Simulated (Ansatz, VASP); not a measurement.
# SiGe5 in VASP and in Ansatz

```
Si Ge
1.0
     5.02929    0.00000    0.00000
     0.00000    5.02929    0.00000
     0.00000    0.00000    5.40736
Si Ge
1 5
Direct
  0.00000 0.00000 0.00000
  0.80236 0.80236 0.50000
  0.19764 0.19764 0.50000
  0.19764 0.80236 0.50000
  0.80236 0.19764 0.50000
  0.50000 0.50000 0.50000
```

Alike in both runs: task single point; functional PBE; k mesh 4 × 4 × 4; occupations gaussian, width 0.1 eV; no spin polarisation.

|  | VASP | Ansatz |
| --- | --- | --- |
| version | VASP 6.6.1 | Ansatz 0.2.0 |
| potentials or method | VASP PAW PBE potentials, release 64 (Si, Ge_d) | scalar-relativistic, plane waves, PAW |
| plane-wave cutoff (eV) | 520 | 420 |
| valence electrons in the cell | 74 | 74 |

Ansatz gave:

* gap on the k mesh at the Fermi level (eV): none
* rms of the force components (eV/Å): 3.910

Task: What did VASP give for the same quantities?

Result: gap on the k mesh at the Fermi level (eV): none; rms of the force components (eV/Å): 4.037.

Atom by atom the forces differ by 0.126 eV/Å (rms over components). A gap of «none» marks a metal or a gap that the smearing closes. The functional is the same, so the differences come from potentials, cutoffs and numerics.

Caveats: forces of over 1 eV/Å show positions far from the minimum, so gaps and moduli don't describe the material at rest.
